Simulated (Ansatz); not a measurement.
Write the native input for Ansatz 0.2.0 that does the following.

* Task: relaxation of cell and atoms
* Functional: RPBE
* Potentials or basis: Ansatz PAW
* Cutoff: 420 eV (not typed: the program's choice for these potentials)
* k mesh: 9 × 9 × 9
* Occupations: fermi-dirac, width 0.05 eV
* Spin: no spin polarisation

The system is As.

```
As
1.0
     1.88080    1.08588    3.51406
    -1.88080    1.08588    3.51406
     0.00000   -2.17176    3.51406
As
2
Cartesian
  0.0000 0.0000 2.3825
  0.0000 0.0000 8.1597
```

One way to write it, as run:

input.yaml

```yaml
crystal:
  lattice:
    - [1.8807968987, 1.0858785957, 3.5140619945]
    - [-1.8807968987, 1.0858785957, 3.5140619945]
    - [0.0, -2.1717571915, 3.5140619945]
  atoms:
    - { symbol: As, position: [0.226, 0.226, 0.226] }
    - { symbol: As, position: [0.774, 0.774, 0.774] }
hamiltonian:
  xc: rpbe
  pseudopotentials: { kind: paw }
kpoints:
  mp_grid: { grid: [9, 9, 9] }
scf:
  occupations: { method: fermi_dirac, width: 0.05 }
output:
  forces: true
  stress: true
  eigenvalues: true
  write_density: true
  write_potential: true
  elf: true
  volumetric_format: npy
relax:
  f_tol: 0.01
  max_steps: 40
  cell: { stress_tol: 0.05 }
```

Potentials or basis: Ansatz PAW.

The run is started by

```console
$ ansatz run input.yaml --threads 2 --pin off --max-ram 5632MiB --backend cpu --events-out ev --progress --plain --runs-dir out
```

It gave:

```json
{
 "Relaxed volume": "39.81 Å³/atom",
 "Relaxed cell": "a = 7.227 Å, b = 7.227 Å, c = 7.227 Å, α = 29.23°, β = 29.23°, γ = 29.23°",
 "Space group after relaxing (to 0.05 Å)": "R-3m (No. 166)",
 "Energy gained by relaxing": "107.2 meV/atom",
 "Ionic steps": "37",
 "Pressure after relaxing": "0.0 GPa",
 "Band gap on the k mesh": "1.66 eV, indirect (least direct gap 1.82 eV)"
}
```

Caveat: the volume moved by over 15 % at a fixed basis, so the end points are rough; odd divisions of the mesh miss points on the zone boundary, where band edges often lie, so the gap on the mesh can be too wide; the plane-wave basis is chosen anew once the cell has moved, so the energies of steps on either side of that aren't comparable; the volume moved by +85 % from the deposited cell, more than functionals usually miss; the PAW data sets come from PBE, with cores solved anew for the run's functional, which leaves a small shift of forces and pressure.

Run time: 89 s on 2 threads of Arm Neoverse V2 (shared host), peak memory 0.5 GiB.
